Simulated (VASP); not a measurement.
Si8O15 (a cell with a defect), 23 atoms in the cell. The cell holds a defect, 23 atoms: a = 7.880 Å, b = 7.802 Å, c = 7.242 Å, α = 63.95°, β = 62.03°, γ = 57.89°. 

| Item | Value |
| --- | --- |
| Program | VASP 6.6.1 |
| Task | single point |
| Functional | LDA |
| Potentials or basis | VASP PAW LDA potentials, release 64 (Si, O) |
| Cutoff | 520 eV |
| k mesh | 2 × 2 × 2 |
| Occupations | gaussian, width 0.02 eV |
| Spin | no spin polarisation |
| Dipole correction | no |
| Further INCAR settings | LREAL = Auto; ALGO = Fast; EDIFF = 1e-06; NBANDS = 78 |

Potentials or basis: VASP PAW LDA potentials, release 64 (Si, O).

Launch:

```console
$ cat potpaw_LDA.64/Si/POTCAR potpaw_LDA.64/O/POTCAR > POTCAR
$ mpirun -np 1 vasp_std > vasp.out
```

Hardware: 1 thread of AMD EPYC 7R13 Processor (Zen 3), on a shared host.

Question: Estimate the wall time of this run.

Answer: Wall time 5.2 min on 1 thread of AMD EPYC 7R13 Processor (Zen 3), on a shared host, peak memory 0.35 GiB. Counts: scf iterations 17, k points 8.
